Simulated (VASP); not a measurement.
# SnS (Pnma) in VASP: settings compared, part 3 of 3

VASP 6.6.1. The steps go on from the part before.

## 4. Relaxation of cell and atoms, PBEsol

This run uses another cell than the first one, of 23.42 Å³/atom, 1.031 times its volume.

INCAR

```
ALGO     = Normal         # electronic algorithm
EDIFF    = 1E-7           # SCF threshold, eV
EDIFFG   = -0.005         # ionic threshold
ENCUT    = 600            # plane-wave cutoff, eV
GGA      = PS             # functional
IBRION   = 2              # ionic algorithm
ISIF     = 3              # what is computed and relaxed
ISMEAR   = 0              # smearing method
KPAR     = 2            
LASPH    = True           # aspherical terms in the spheres
LCHARG   = False          # write CHGCAR
LREAL    = False          # projectors in reciprocal space
LWAVE    = False          # write WAVECAR
NELM     = 80             # most SCF steps
NSW      = 90             # ionic steps
PREC     = Accurate       # precision mode
SIGMA    = 0.03           # smearing width, eV
```

KPOINTS

```
k-points
0
Gamma
  4 8 6
```

POSCAR

```
SnS                                     
1.0
   11.0829687475      0.0000000000      0.0000000000
    0.0000000000      3.9844557026     -0.0000000000
    0.0000000000     -0.0000000000      4.2424904910
  Sn              S             
     4     4
Direct
     0.1183073383210545    0.2500000000000000    0.1134200440550193
     0.3816926616789455    0.7500000000000000    0.6134200440550192
     0.6183073383210547    0.2500000000000000    0.3865799559449807
     0.8816926616789453    0.7500000000000000    0.8865799559449808
     0.8534911899086042    0.2500000000000000    0.4730776793230354
     0.6465088100913958    0.7500000000000000    0.9730776793230351
     0.3534911899086045    0.2500000000000000    0.0269223206769646
     0.1465088100913955    0.7500000000000000    0.5269223206769649
```

Potentials or basis: VASP PAW PBE potentials, release 64 (Sn_d, S).

Launch:

```sh
> cat potpaw_PBE.64/Sn_d/POTCAR potpaw_PBE.64/S/POTCAR > POTCAR
> mpirun -np 2 vasp_std > vasp.out
```

OUTCAR:

```text
EDIFF = 1E-7
   EDIFFG = -0.005
   ENCUT = 600
   GGA = PS
   IBRION = 2
   ISIF = 3
   ISMEAR = 0
   LASPH = True
   LREAL = False
   NELM = 80
   NSW = 90
   PREC = Accurate

 ion  position               nearest neighbor table
   1  0.118  0.250  0.113-   7 2.63   8 2.67   8 2.67   8 3.20   8 3.20   4 3.43   4 3.43
   2  0.382  0.750  0.613-   8 2.63   7 2.67   7 2.67   7 3.20   7 3.20   3 3.43   3 3.43
   3  0.618  0.250  0.387-   5 2.63   6 2.67   6 2.67   6 3.20   6 3.20   2 3.43   2 3.43
   4  0.882  0.750  0.887-   6 2.63   5 2.67   5 2.67   5 3.20   5 3.20   1 3.43   1 3.43
   5  0.853  0.250  0.473-   3 2.63   4 2.67   4 2.67   4 3.20   4 3.20
   6  0.647  0.750  0.973-   4 2.63   3 2.67   3 2.67   3 3.20   3 3.20
   7  0.353  0.250  0.027-   1 2.63   2 2.67   2 2.67   2 3.20   2 3.20
   8  0.147  0.750  0.527-   2 2.63   1 2.67   1 2.67   1 3.20   1 3.20

  LATTYP: Found a simple orthorhombic cell.
 ALAT       =     3.9844557026
 B/A-ratio  =     1.0647603607
 C/A-ratio  =     2.7815515028
[... 414 lines left out ...]
  ext. energy  EPLUGINS =         0.00000000
  ---------------------------------------------------
  free energy    TOTEN  =       -38.39045679 eV

  energy without entropy =      -38.39045679  energy(sigma->0) =      -38.39045679

 E-fermi :   6.6795     XC(G=0): -10.2085

 val. band max:        6.4988732369   @ k =   0.5000   0.0000   0.5000
 cond. band min:       7.2224096464   @ k =   0.0000   0.0000   0.0000
 fundamental gap:      0.7235364095
 Fermi energy:         6.6795218895

 k-point     1 :       0.0000    0.0000    0.0000
  band No.  band energies     occupation
      1     -14.7247      2.00000
      2     -14.7024      2.00000
      3     -14.7005      2.00000
      4     -14.6930      2.00000
      5     -14.6879      2.00000
      6     -14.6835      2.00000
[... 1213 lines left out ...]
     47      10.1086      0.00000
     48      10.1086      0.00000

 [... further k-points ...]
[... 5 lines left out ...]
  --------------------------------------------------------------------------------------
  -------------------------------------------------------------------------------------
  Total       -0.0305345     -0.0081590      0.0200705      0.0000000      0.0000000      0.0000000
  in kB       -0.2613788     -0.0698416      0.1718055      0.0000000      0.0000000      0.0000000
  external PRESSURE =      -0.0531383 kB  Pullay stress =       0.0000000 kB
[... 23 lines left out ...]
  FREE ENERGIE OF THE ION-ELECTRON SYSTEM (eV)
  ---------------------------------------------------
  free  energy   TOTEN  =       -38.3904567879 eV

  energy  without entropy=      -38.3904567879  energy(sigma->0) =      -38.39045679

 reached required accuracy - stopping structural energy minimisation
```

OSZICAR:

```text
N       E                     dE             d eps       ncg     rms          rms(c)
DAV:   1     0.955088277904E+03    0.95509E+03   -0.40142E+04  6176   0.246E+03
DAV:   2     0.134879858628E+03   -0.82021E+03   -0.79720E+03  5768   0.700E+02
[... 119 lines left out ...]
DAV:   1    -0.383904307673E+02    0.77272E-05   -0.12614E-02  6216   0.492E-01    0.465E-02
DAV:   2    -0.383904707123E+02   -0.39945E-04   -0.64330E-04  8808   0.199E-01    0.215E-02
DAV:   3    -0.383904620647E+02    0.86476E-05   -0.13045E-05  8176   0.253E-02    0.151E-02
DAV:   4    -0.383904564515E+02    0.56132E-05   -0.10737E-05  6984   0.272E-02    0.320E-03
DAV:   5    -0.383904568122E+02   -0.36068E-06   -0.48225E-06  6320   0.146E-02    0.297E-03
DAV:   6    -0.383904567879E+02    0.24349E-07   -0.16059E-07  3712   0.260E-03
  14 F= -.38390457E+02 E0= -.38390457E+02  d E =-.182808E-04
```

It took 69 min on 2 MPI ranks of Intel Xeon Platinum 8175M at 2.50GHz (Skylake/Cascade Lake), shared host; peak memory 0.65 GiB.

Results:

| Item | Value |
| --- | --- |
| Free energy | -38.3905 eV |
| Relaxed volume | 23.40 Å³/atom |
| Relaxed cell | a = 11.102 Å, b = 3.986 Å, c = 4.230 Å, α = 90.00°, β = 90.00°, γ = 90.00° |
| Space group after relaxing (to 0.05 Å) | Pnma (No. 62) |
| Energy gained by relaxing | 0.0 meV/atom |
| Ionic steps | 14 |
| Pressure after relaxing | 0.0 GPa |
| Largest force after relaxing | 0.003 eV/Å |
| Band gap on the k mesh | 0.72 eV, indirect (least direct gap 1.08 eV) |

Forces on the atoms (eV/Å):
```
Sn   0.002  0.000 -0.002
Sn  -0.002  0.000 -0.002
Sn   0.002  0.000  0.002
Sn  -0.002  0.000  0.002
S    0.003  0.000  0.002
S   -0.003  0.000  0.002
S    0.003  0.000 -0.002
S   -0.003  0.000 -0.002
```

Step by step:
```csv
step,energy change (eV),largest force (eV/Å),pressure (GPa),volume (Å³)
1,0.0000,0.0091,-0.01,187.35
2,0.0000,0.0093,0.00,187.29
3,0.0000,0.0102,0.01,187.23
4,0.0000,0.0100,0.01,187.25
5,-0.0001,0.0073,0.00,187.25
6,-0.0001,0.0058,-0.02,187.26
7,-0.0001,0.0051,0.01,187.18
8,-0.0001,0.0061,0.03,187.12
9,-0.0002,0.0060,0.03,187.12
10,-0.0002,0.0061,0.02,187.13
11,-0.0003,0.0062,0.01,187.14
12,-0.0003,0.0071,-0.01,187.18
13,-0.0003,0.0068,0.00,187.17
14,-0.0003,0.0031,-0.01,187.17
```

Final structure:
```yaml
crystal:
  lattice:
    - [11.10224, 0.00000, 0.00000]
    - [0.00000, 3.98561, 0.00000]
    - [0.00000, 0.00000, 4.22986]
  atoms:
    - { symbol: Sn, position: [0.11852, 0.25000, 0.10999] }
    - { symbol: Sn, position: [0.38148, 0.75000, 0.60999] }
    - { symbol: Sn, position: [0.61852, 0.25000, 0.39001] }
    - { symbol: Sn, position: [0.88148, 0.75000, 0.89001] }
    - { symbol: S, position: [0.85325, 0.25000, 0.47437] }
    - { symbol: S, position: [0.64675, 0.75000, 0.97437] }
    - { symbol: S, position: [0.35325, 0.25000, 0.02563] }
    - { symbol: S, position: [0.14675, 0.75000, 0.52563] }
```

Levels at points of the mesh, in eV from the valence-band top:
| k point | band 36 | band 37 | band 38 | band 39 | band 40 | band 41 | band 42 | band 43 | band 44 | band 45 |
| --- | --- | --- | --- | --- | --- | --- | --- | --- | --- | --- |
| (0.00, 0.00, 0.00) | -2.20 | -1.98 | -1.30 | -0.81 | -0.67 | 0.72 | 2.97 | 3.01 | 3.12 | 3.44 |
| (0.50, 0.00, 0.00) | -2.42 | -2.23 | -2.23 | -0.70 | -0.70 | 2.62 | 2.62 | 2.77 | 2.77 | 4.07 |
| (0.00, 0.50, 0.00) | -2.06 | -1.04 | -1.04 | -0.77 | -0.77 | 1.10 | 1.10 | 1.72 | 1.72 | 1.97 |
| (0.50, 0.50, 0.00) | -2.43 | -1.00 | -1.00 | -1.00 | -1.00 | 1.58 | 1.58 | 1.58 | 1.58 | 2.43 |
| (0.00, 0.00, 0.50) | -1.82 | -0.95 | -0.95 | -0.09 | -0.09 | 1.41 | 1.41 | 1.86 | 1.86 | 1.88 |
| (0.50, 0.00, 0.50) | -2.16 | -0.72 | -0.72 | 0.00 | 0.00 | 1.30 | 1.30 | 1.81 | 1.81 | 1.91 |
| (0.00, 0.50, 0.50) | -3.52 | -2.57 | -2.57 | -1.59 | -1.59 | 2.74 | 2.74 | 3.00 | 3.00 | 4.53 |
| (0.50, 0.50, 0.50) | -4.10 | -1.77 | -1.77 | -1.77 | -1.77 | 2.54 | 2.54 | 2.54 | 2.54 | 4.68 |

Caveat: the PAW data sets were made with another functional, which shifts forces and pressure a little; spin-orbit coupling is left out, which moves the levels of the heavy elements. A k mesh can miss the band edges.
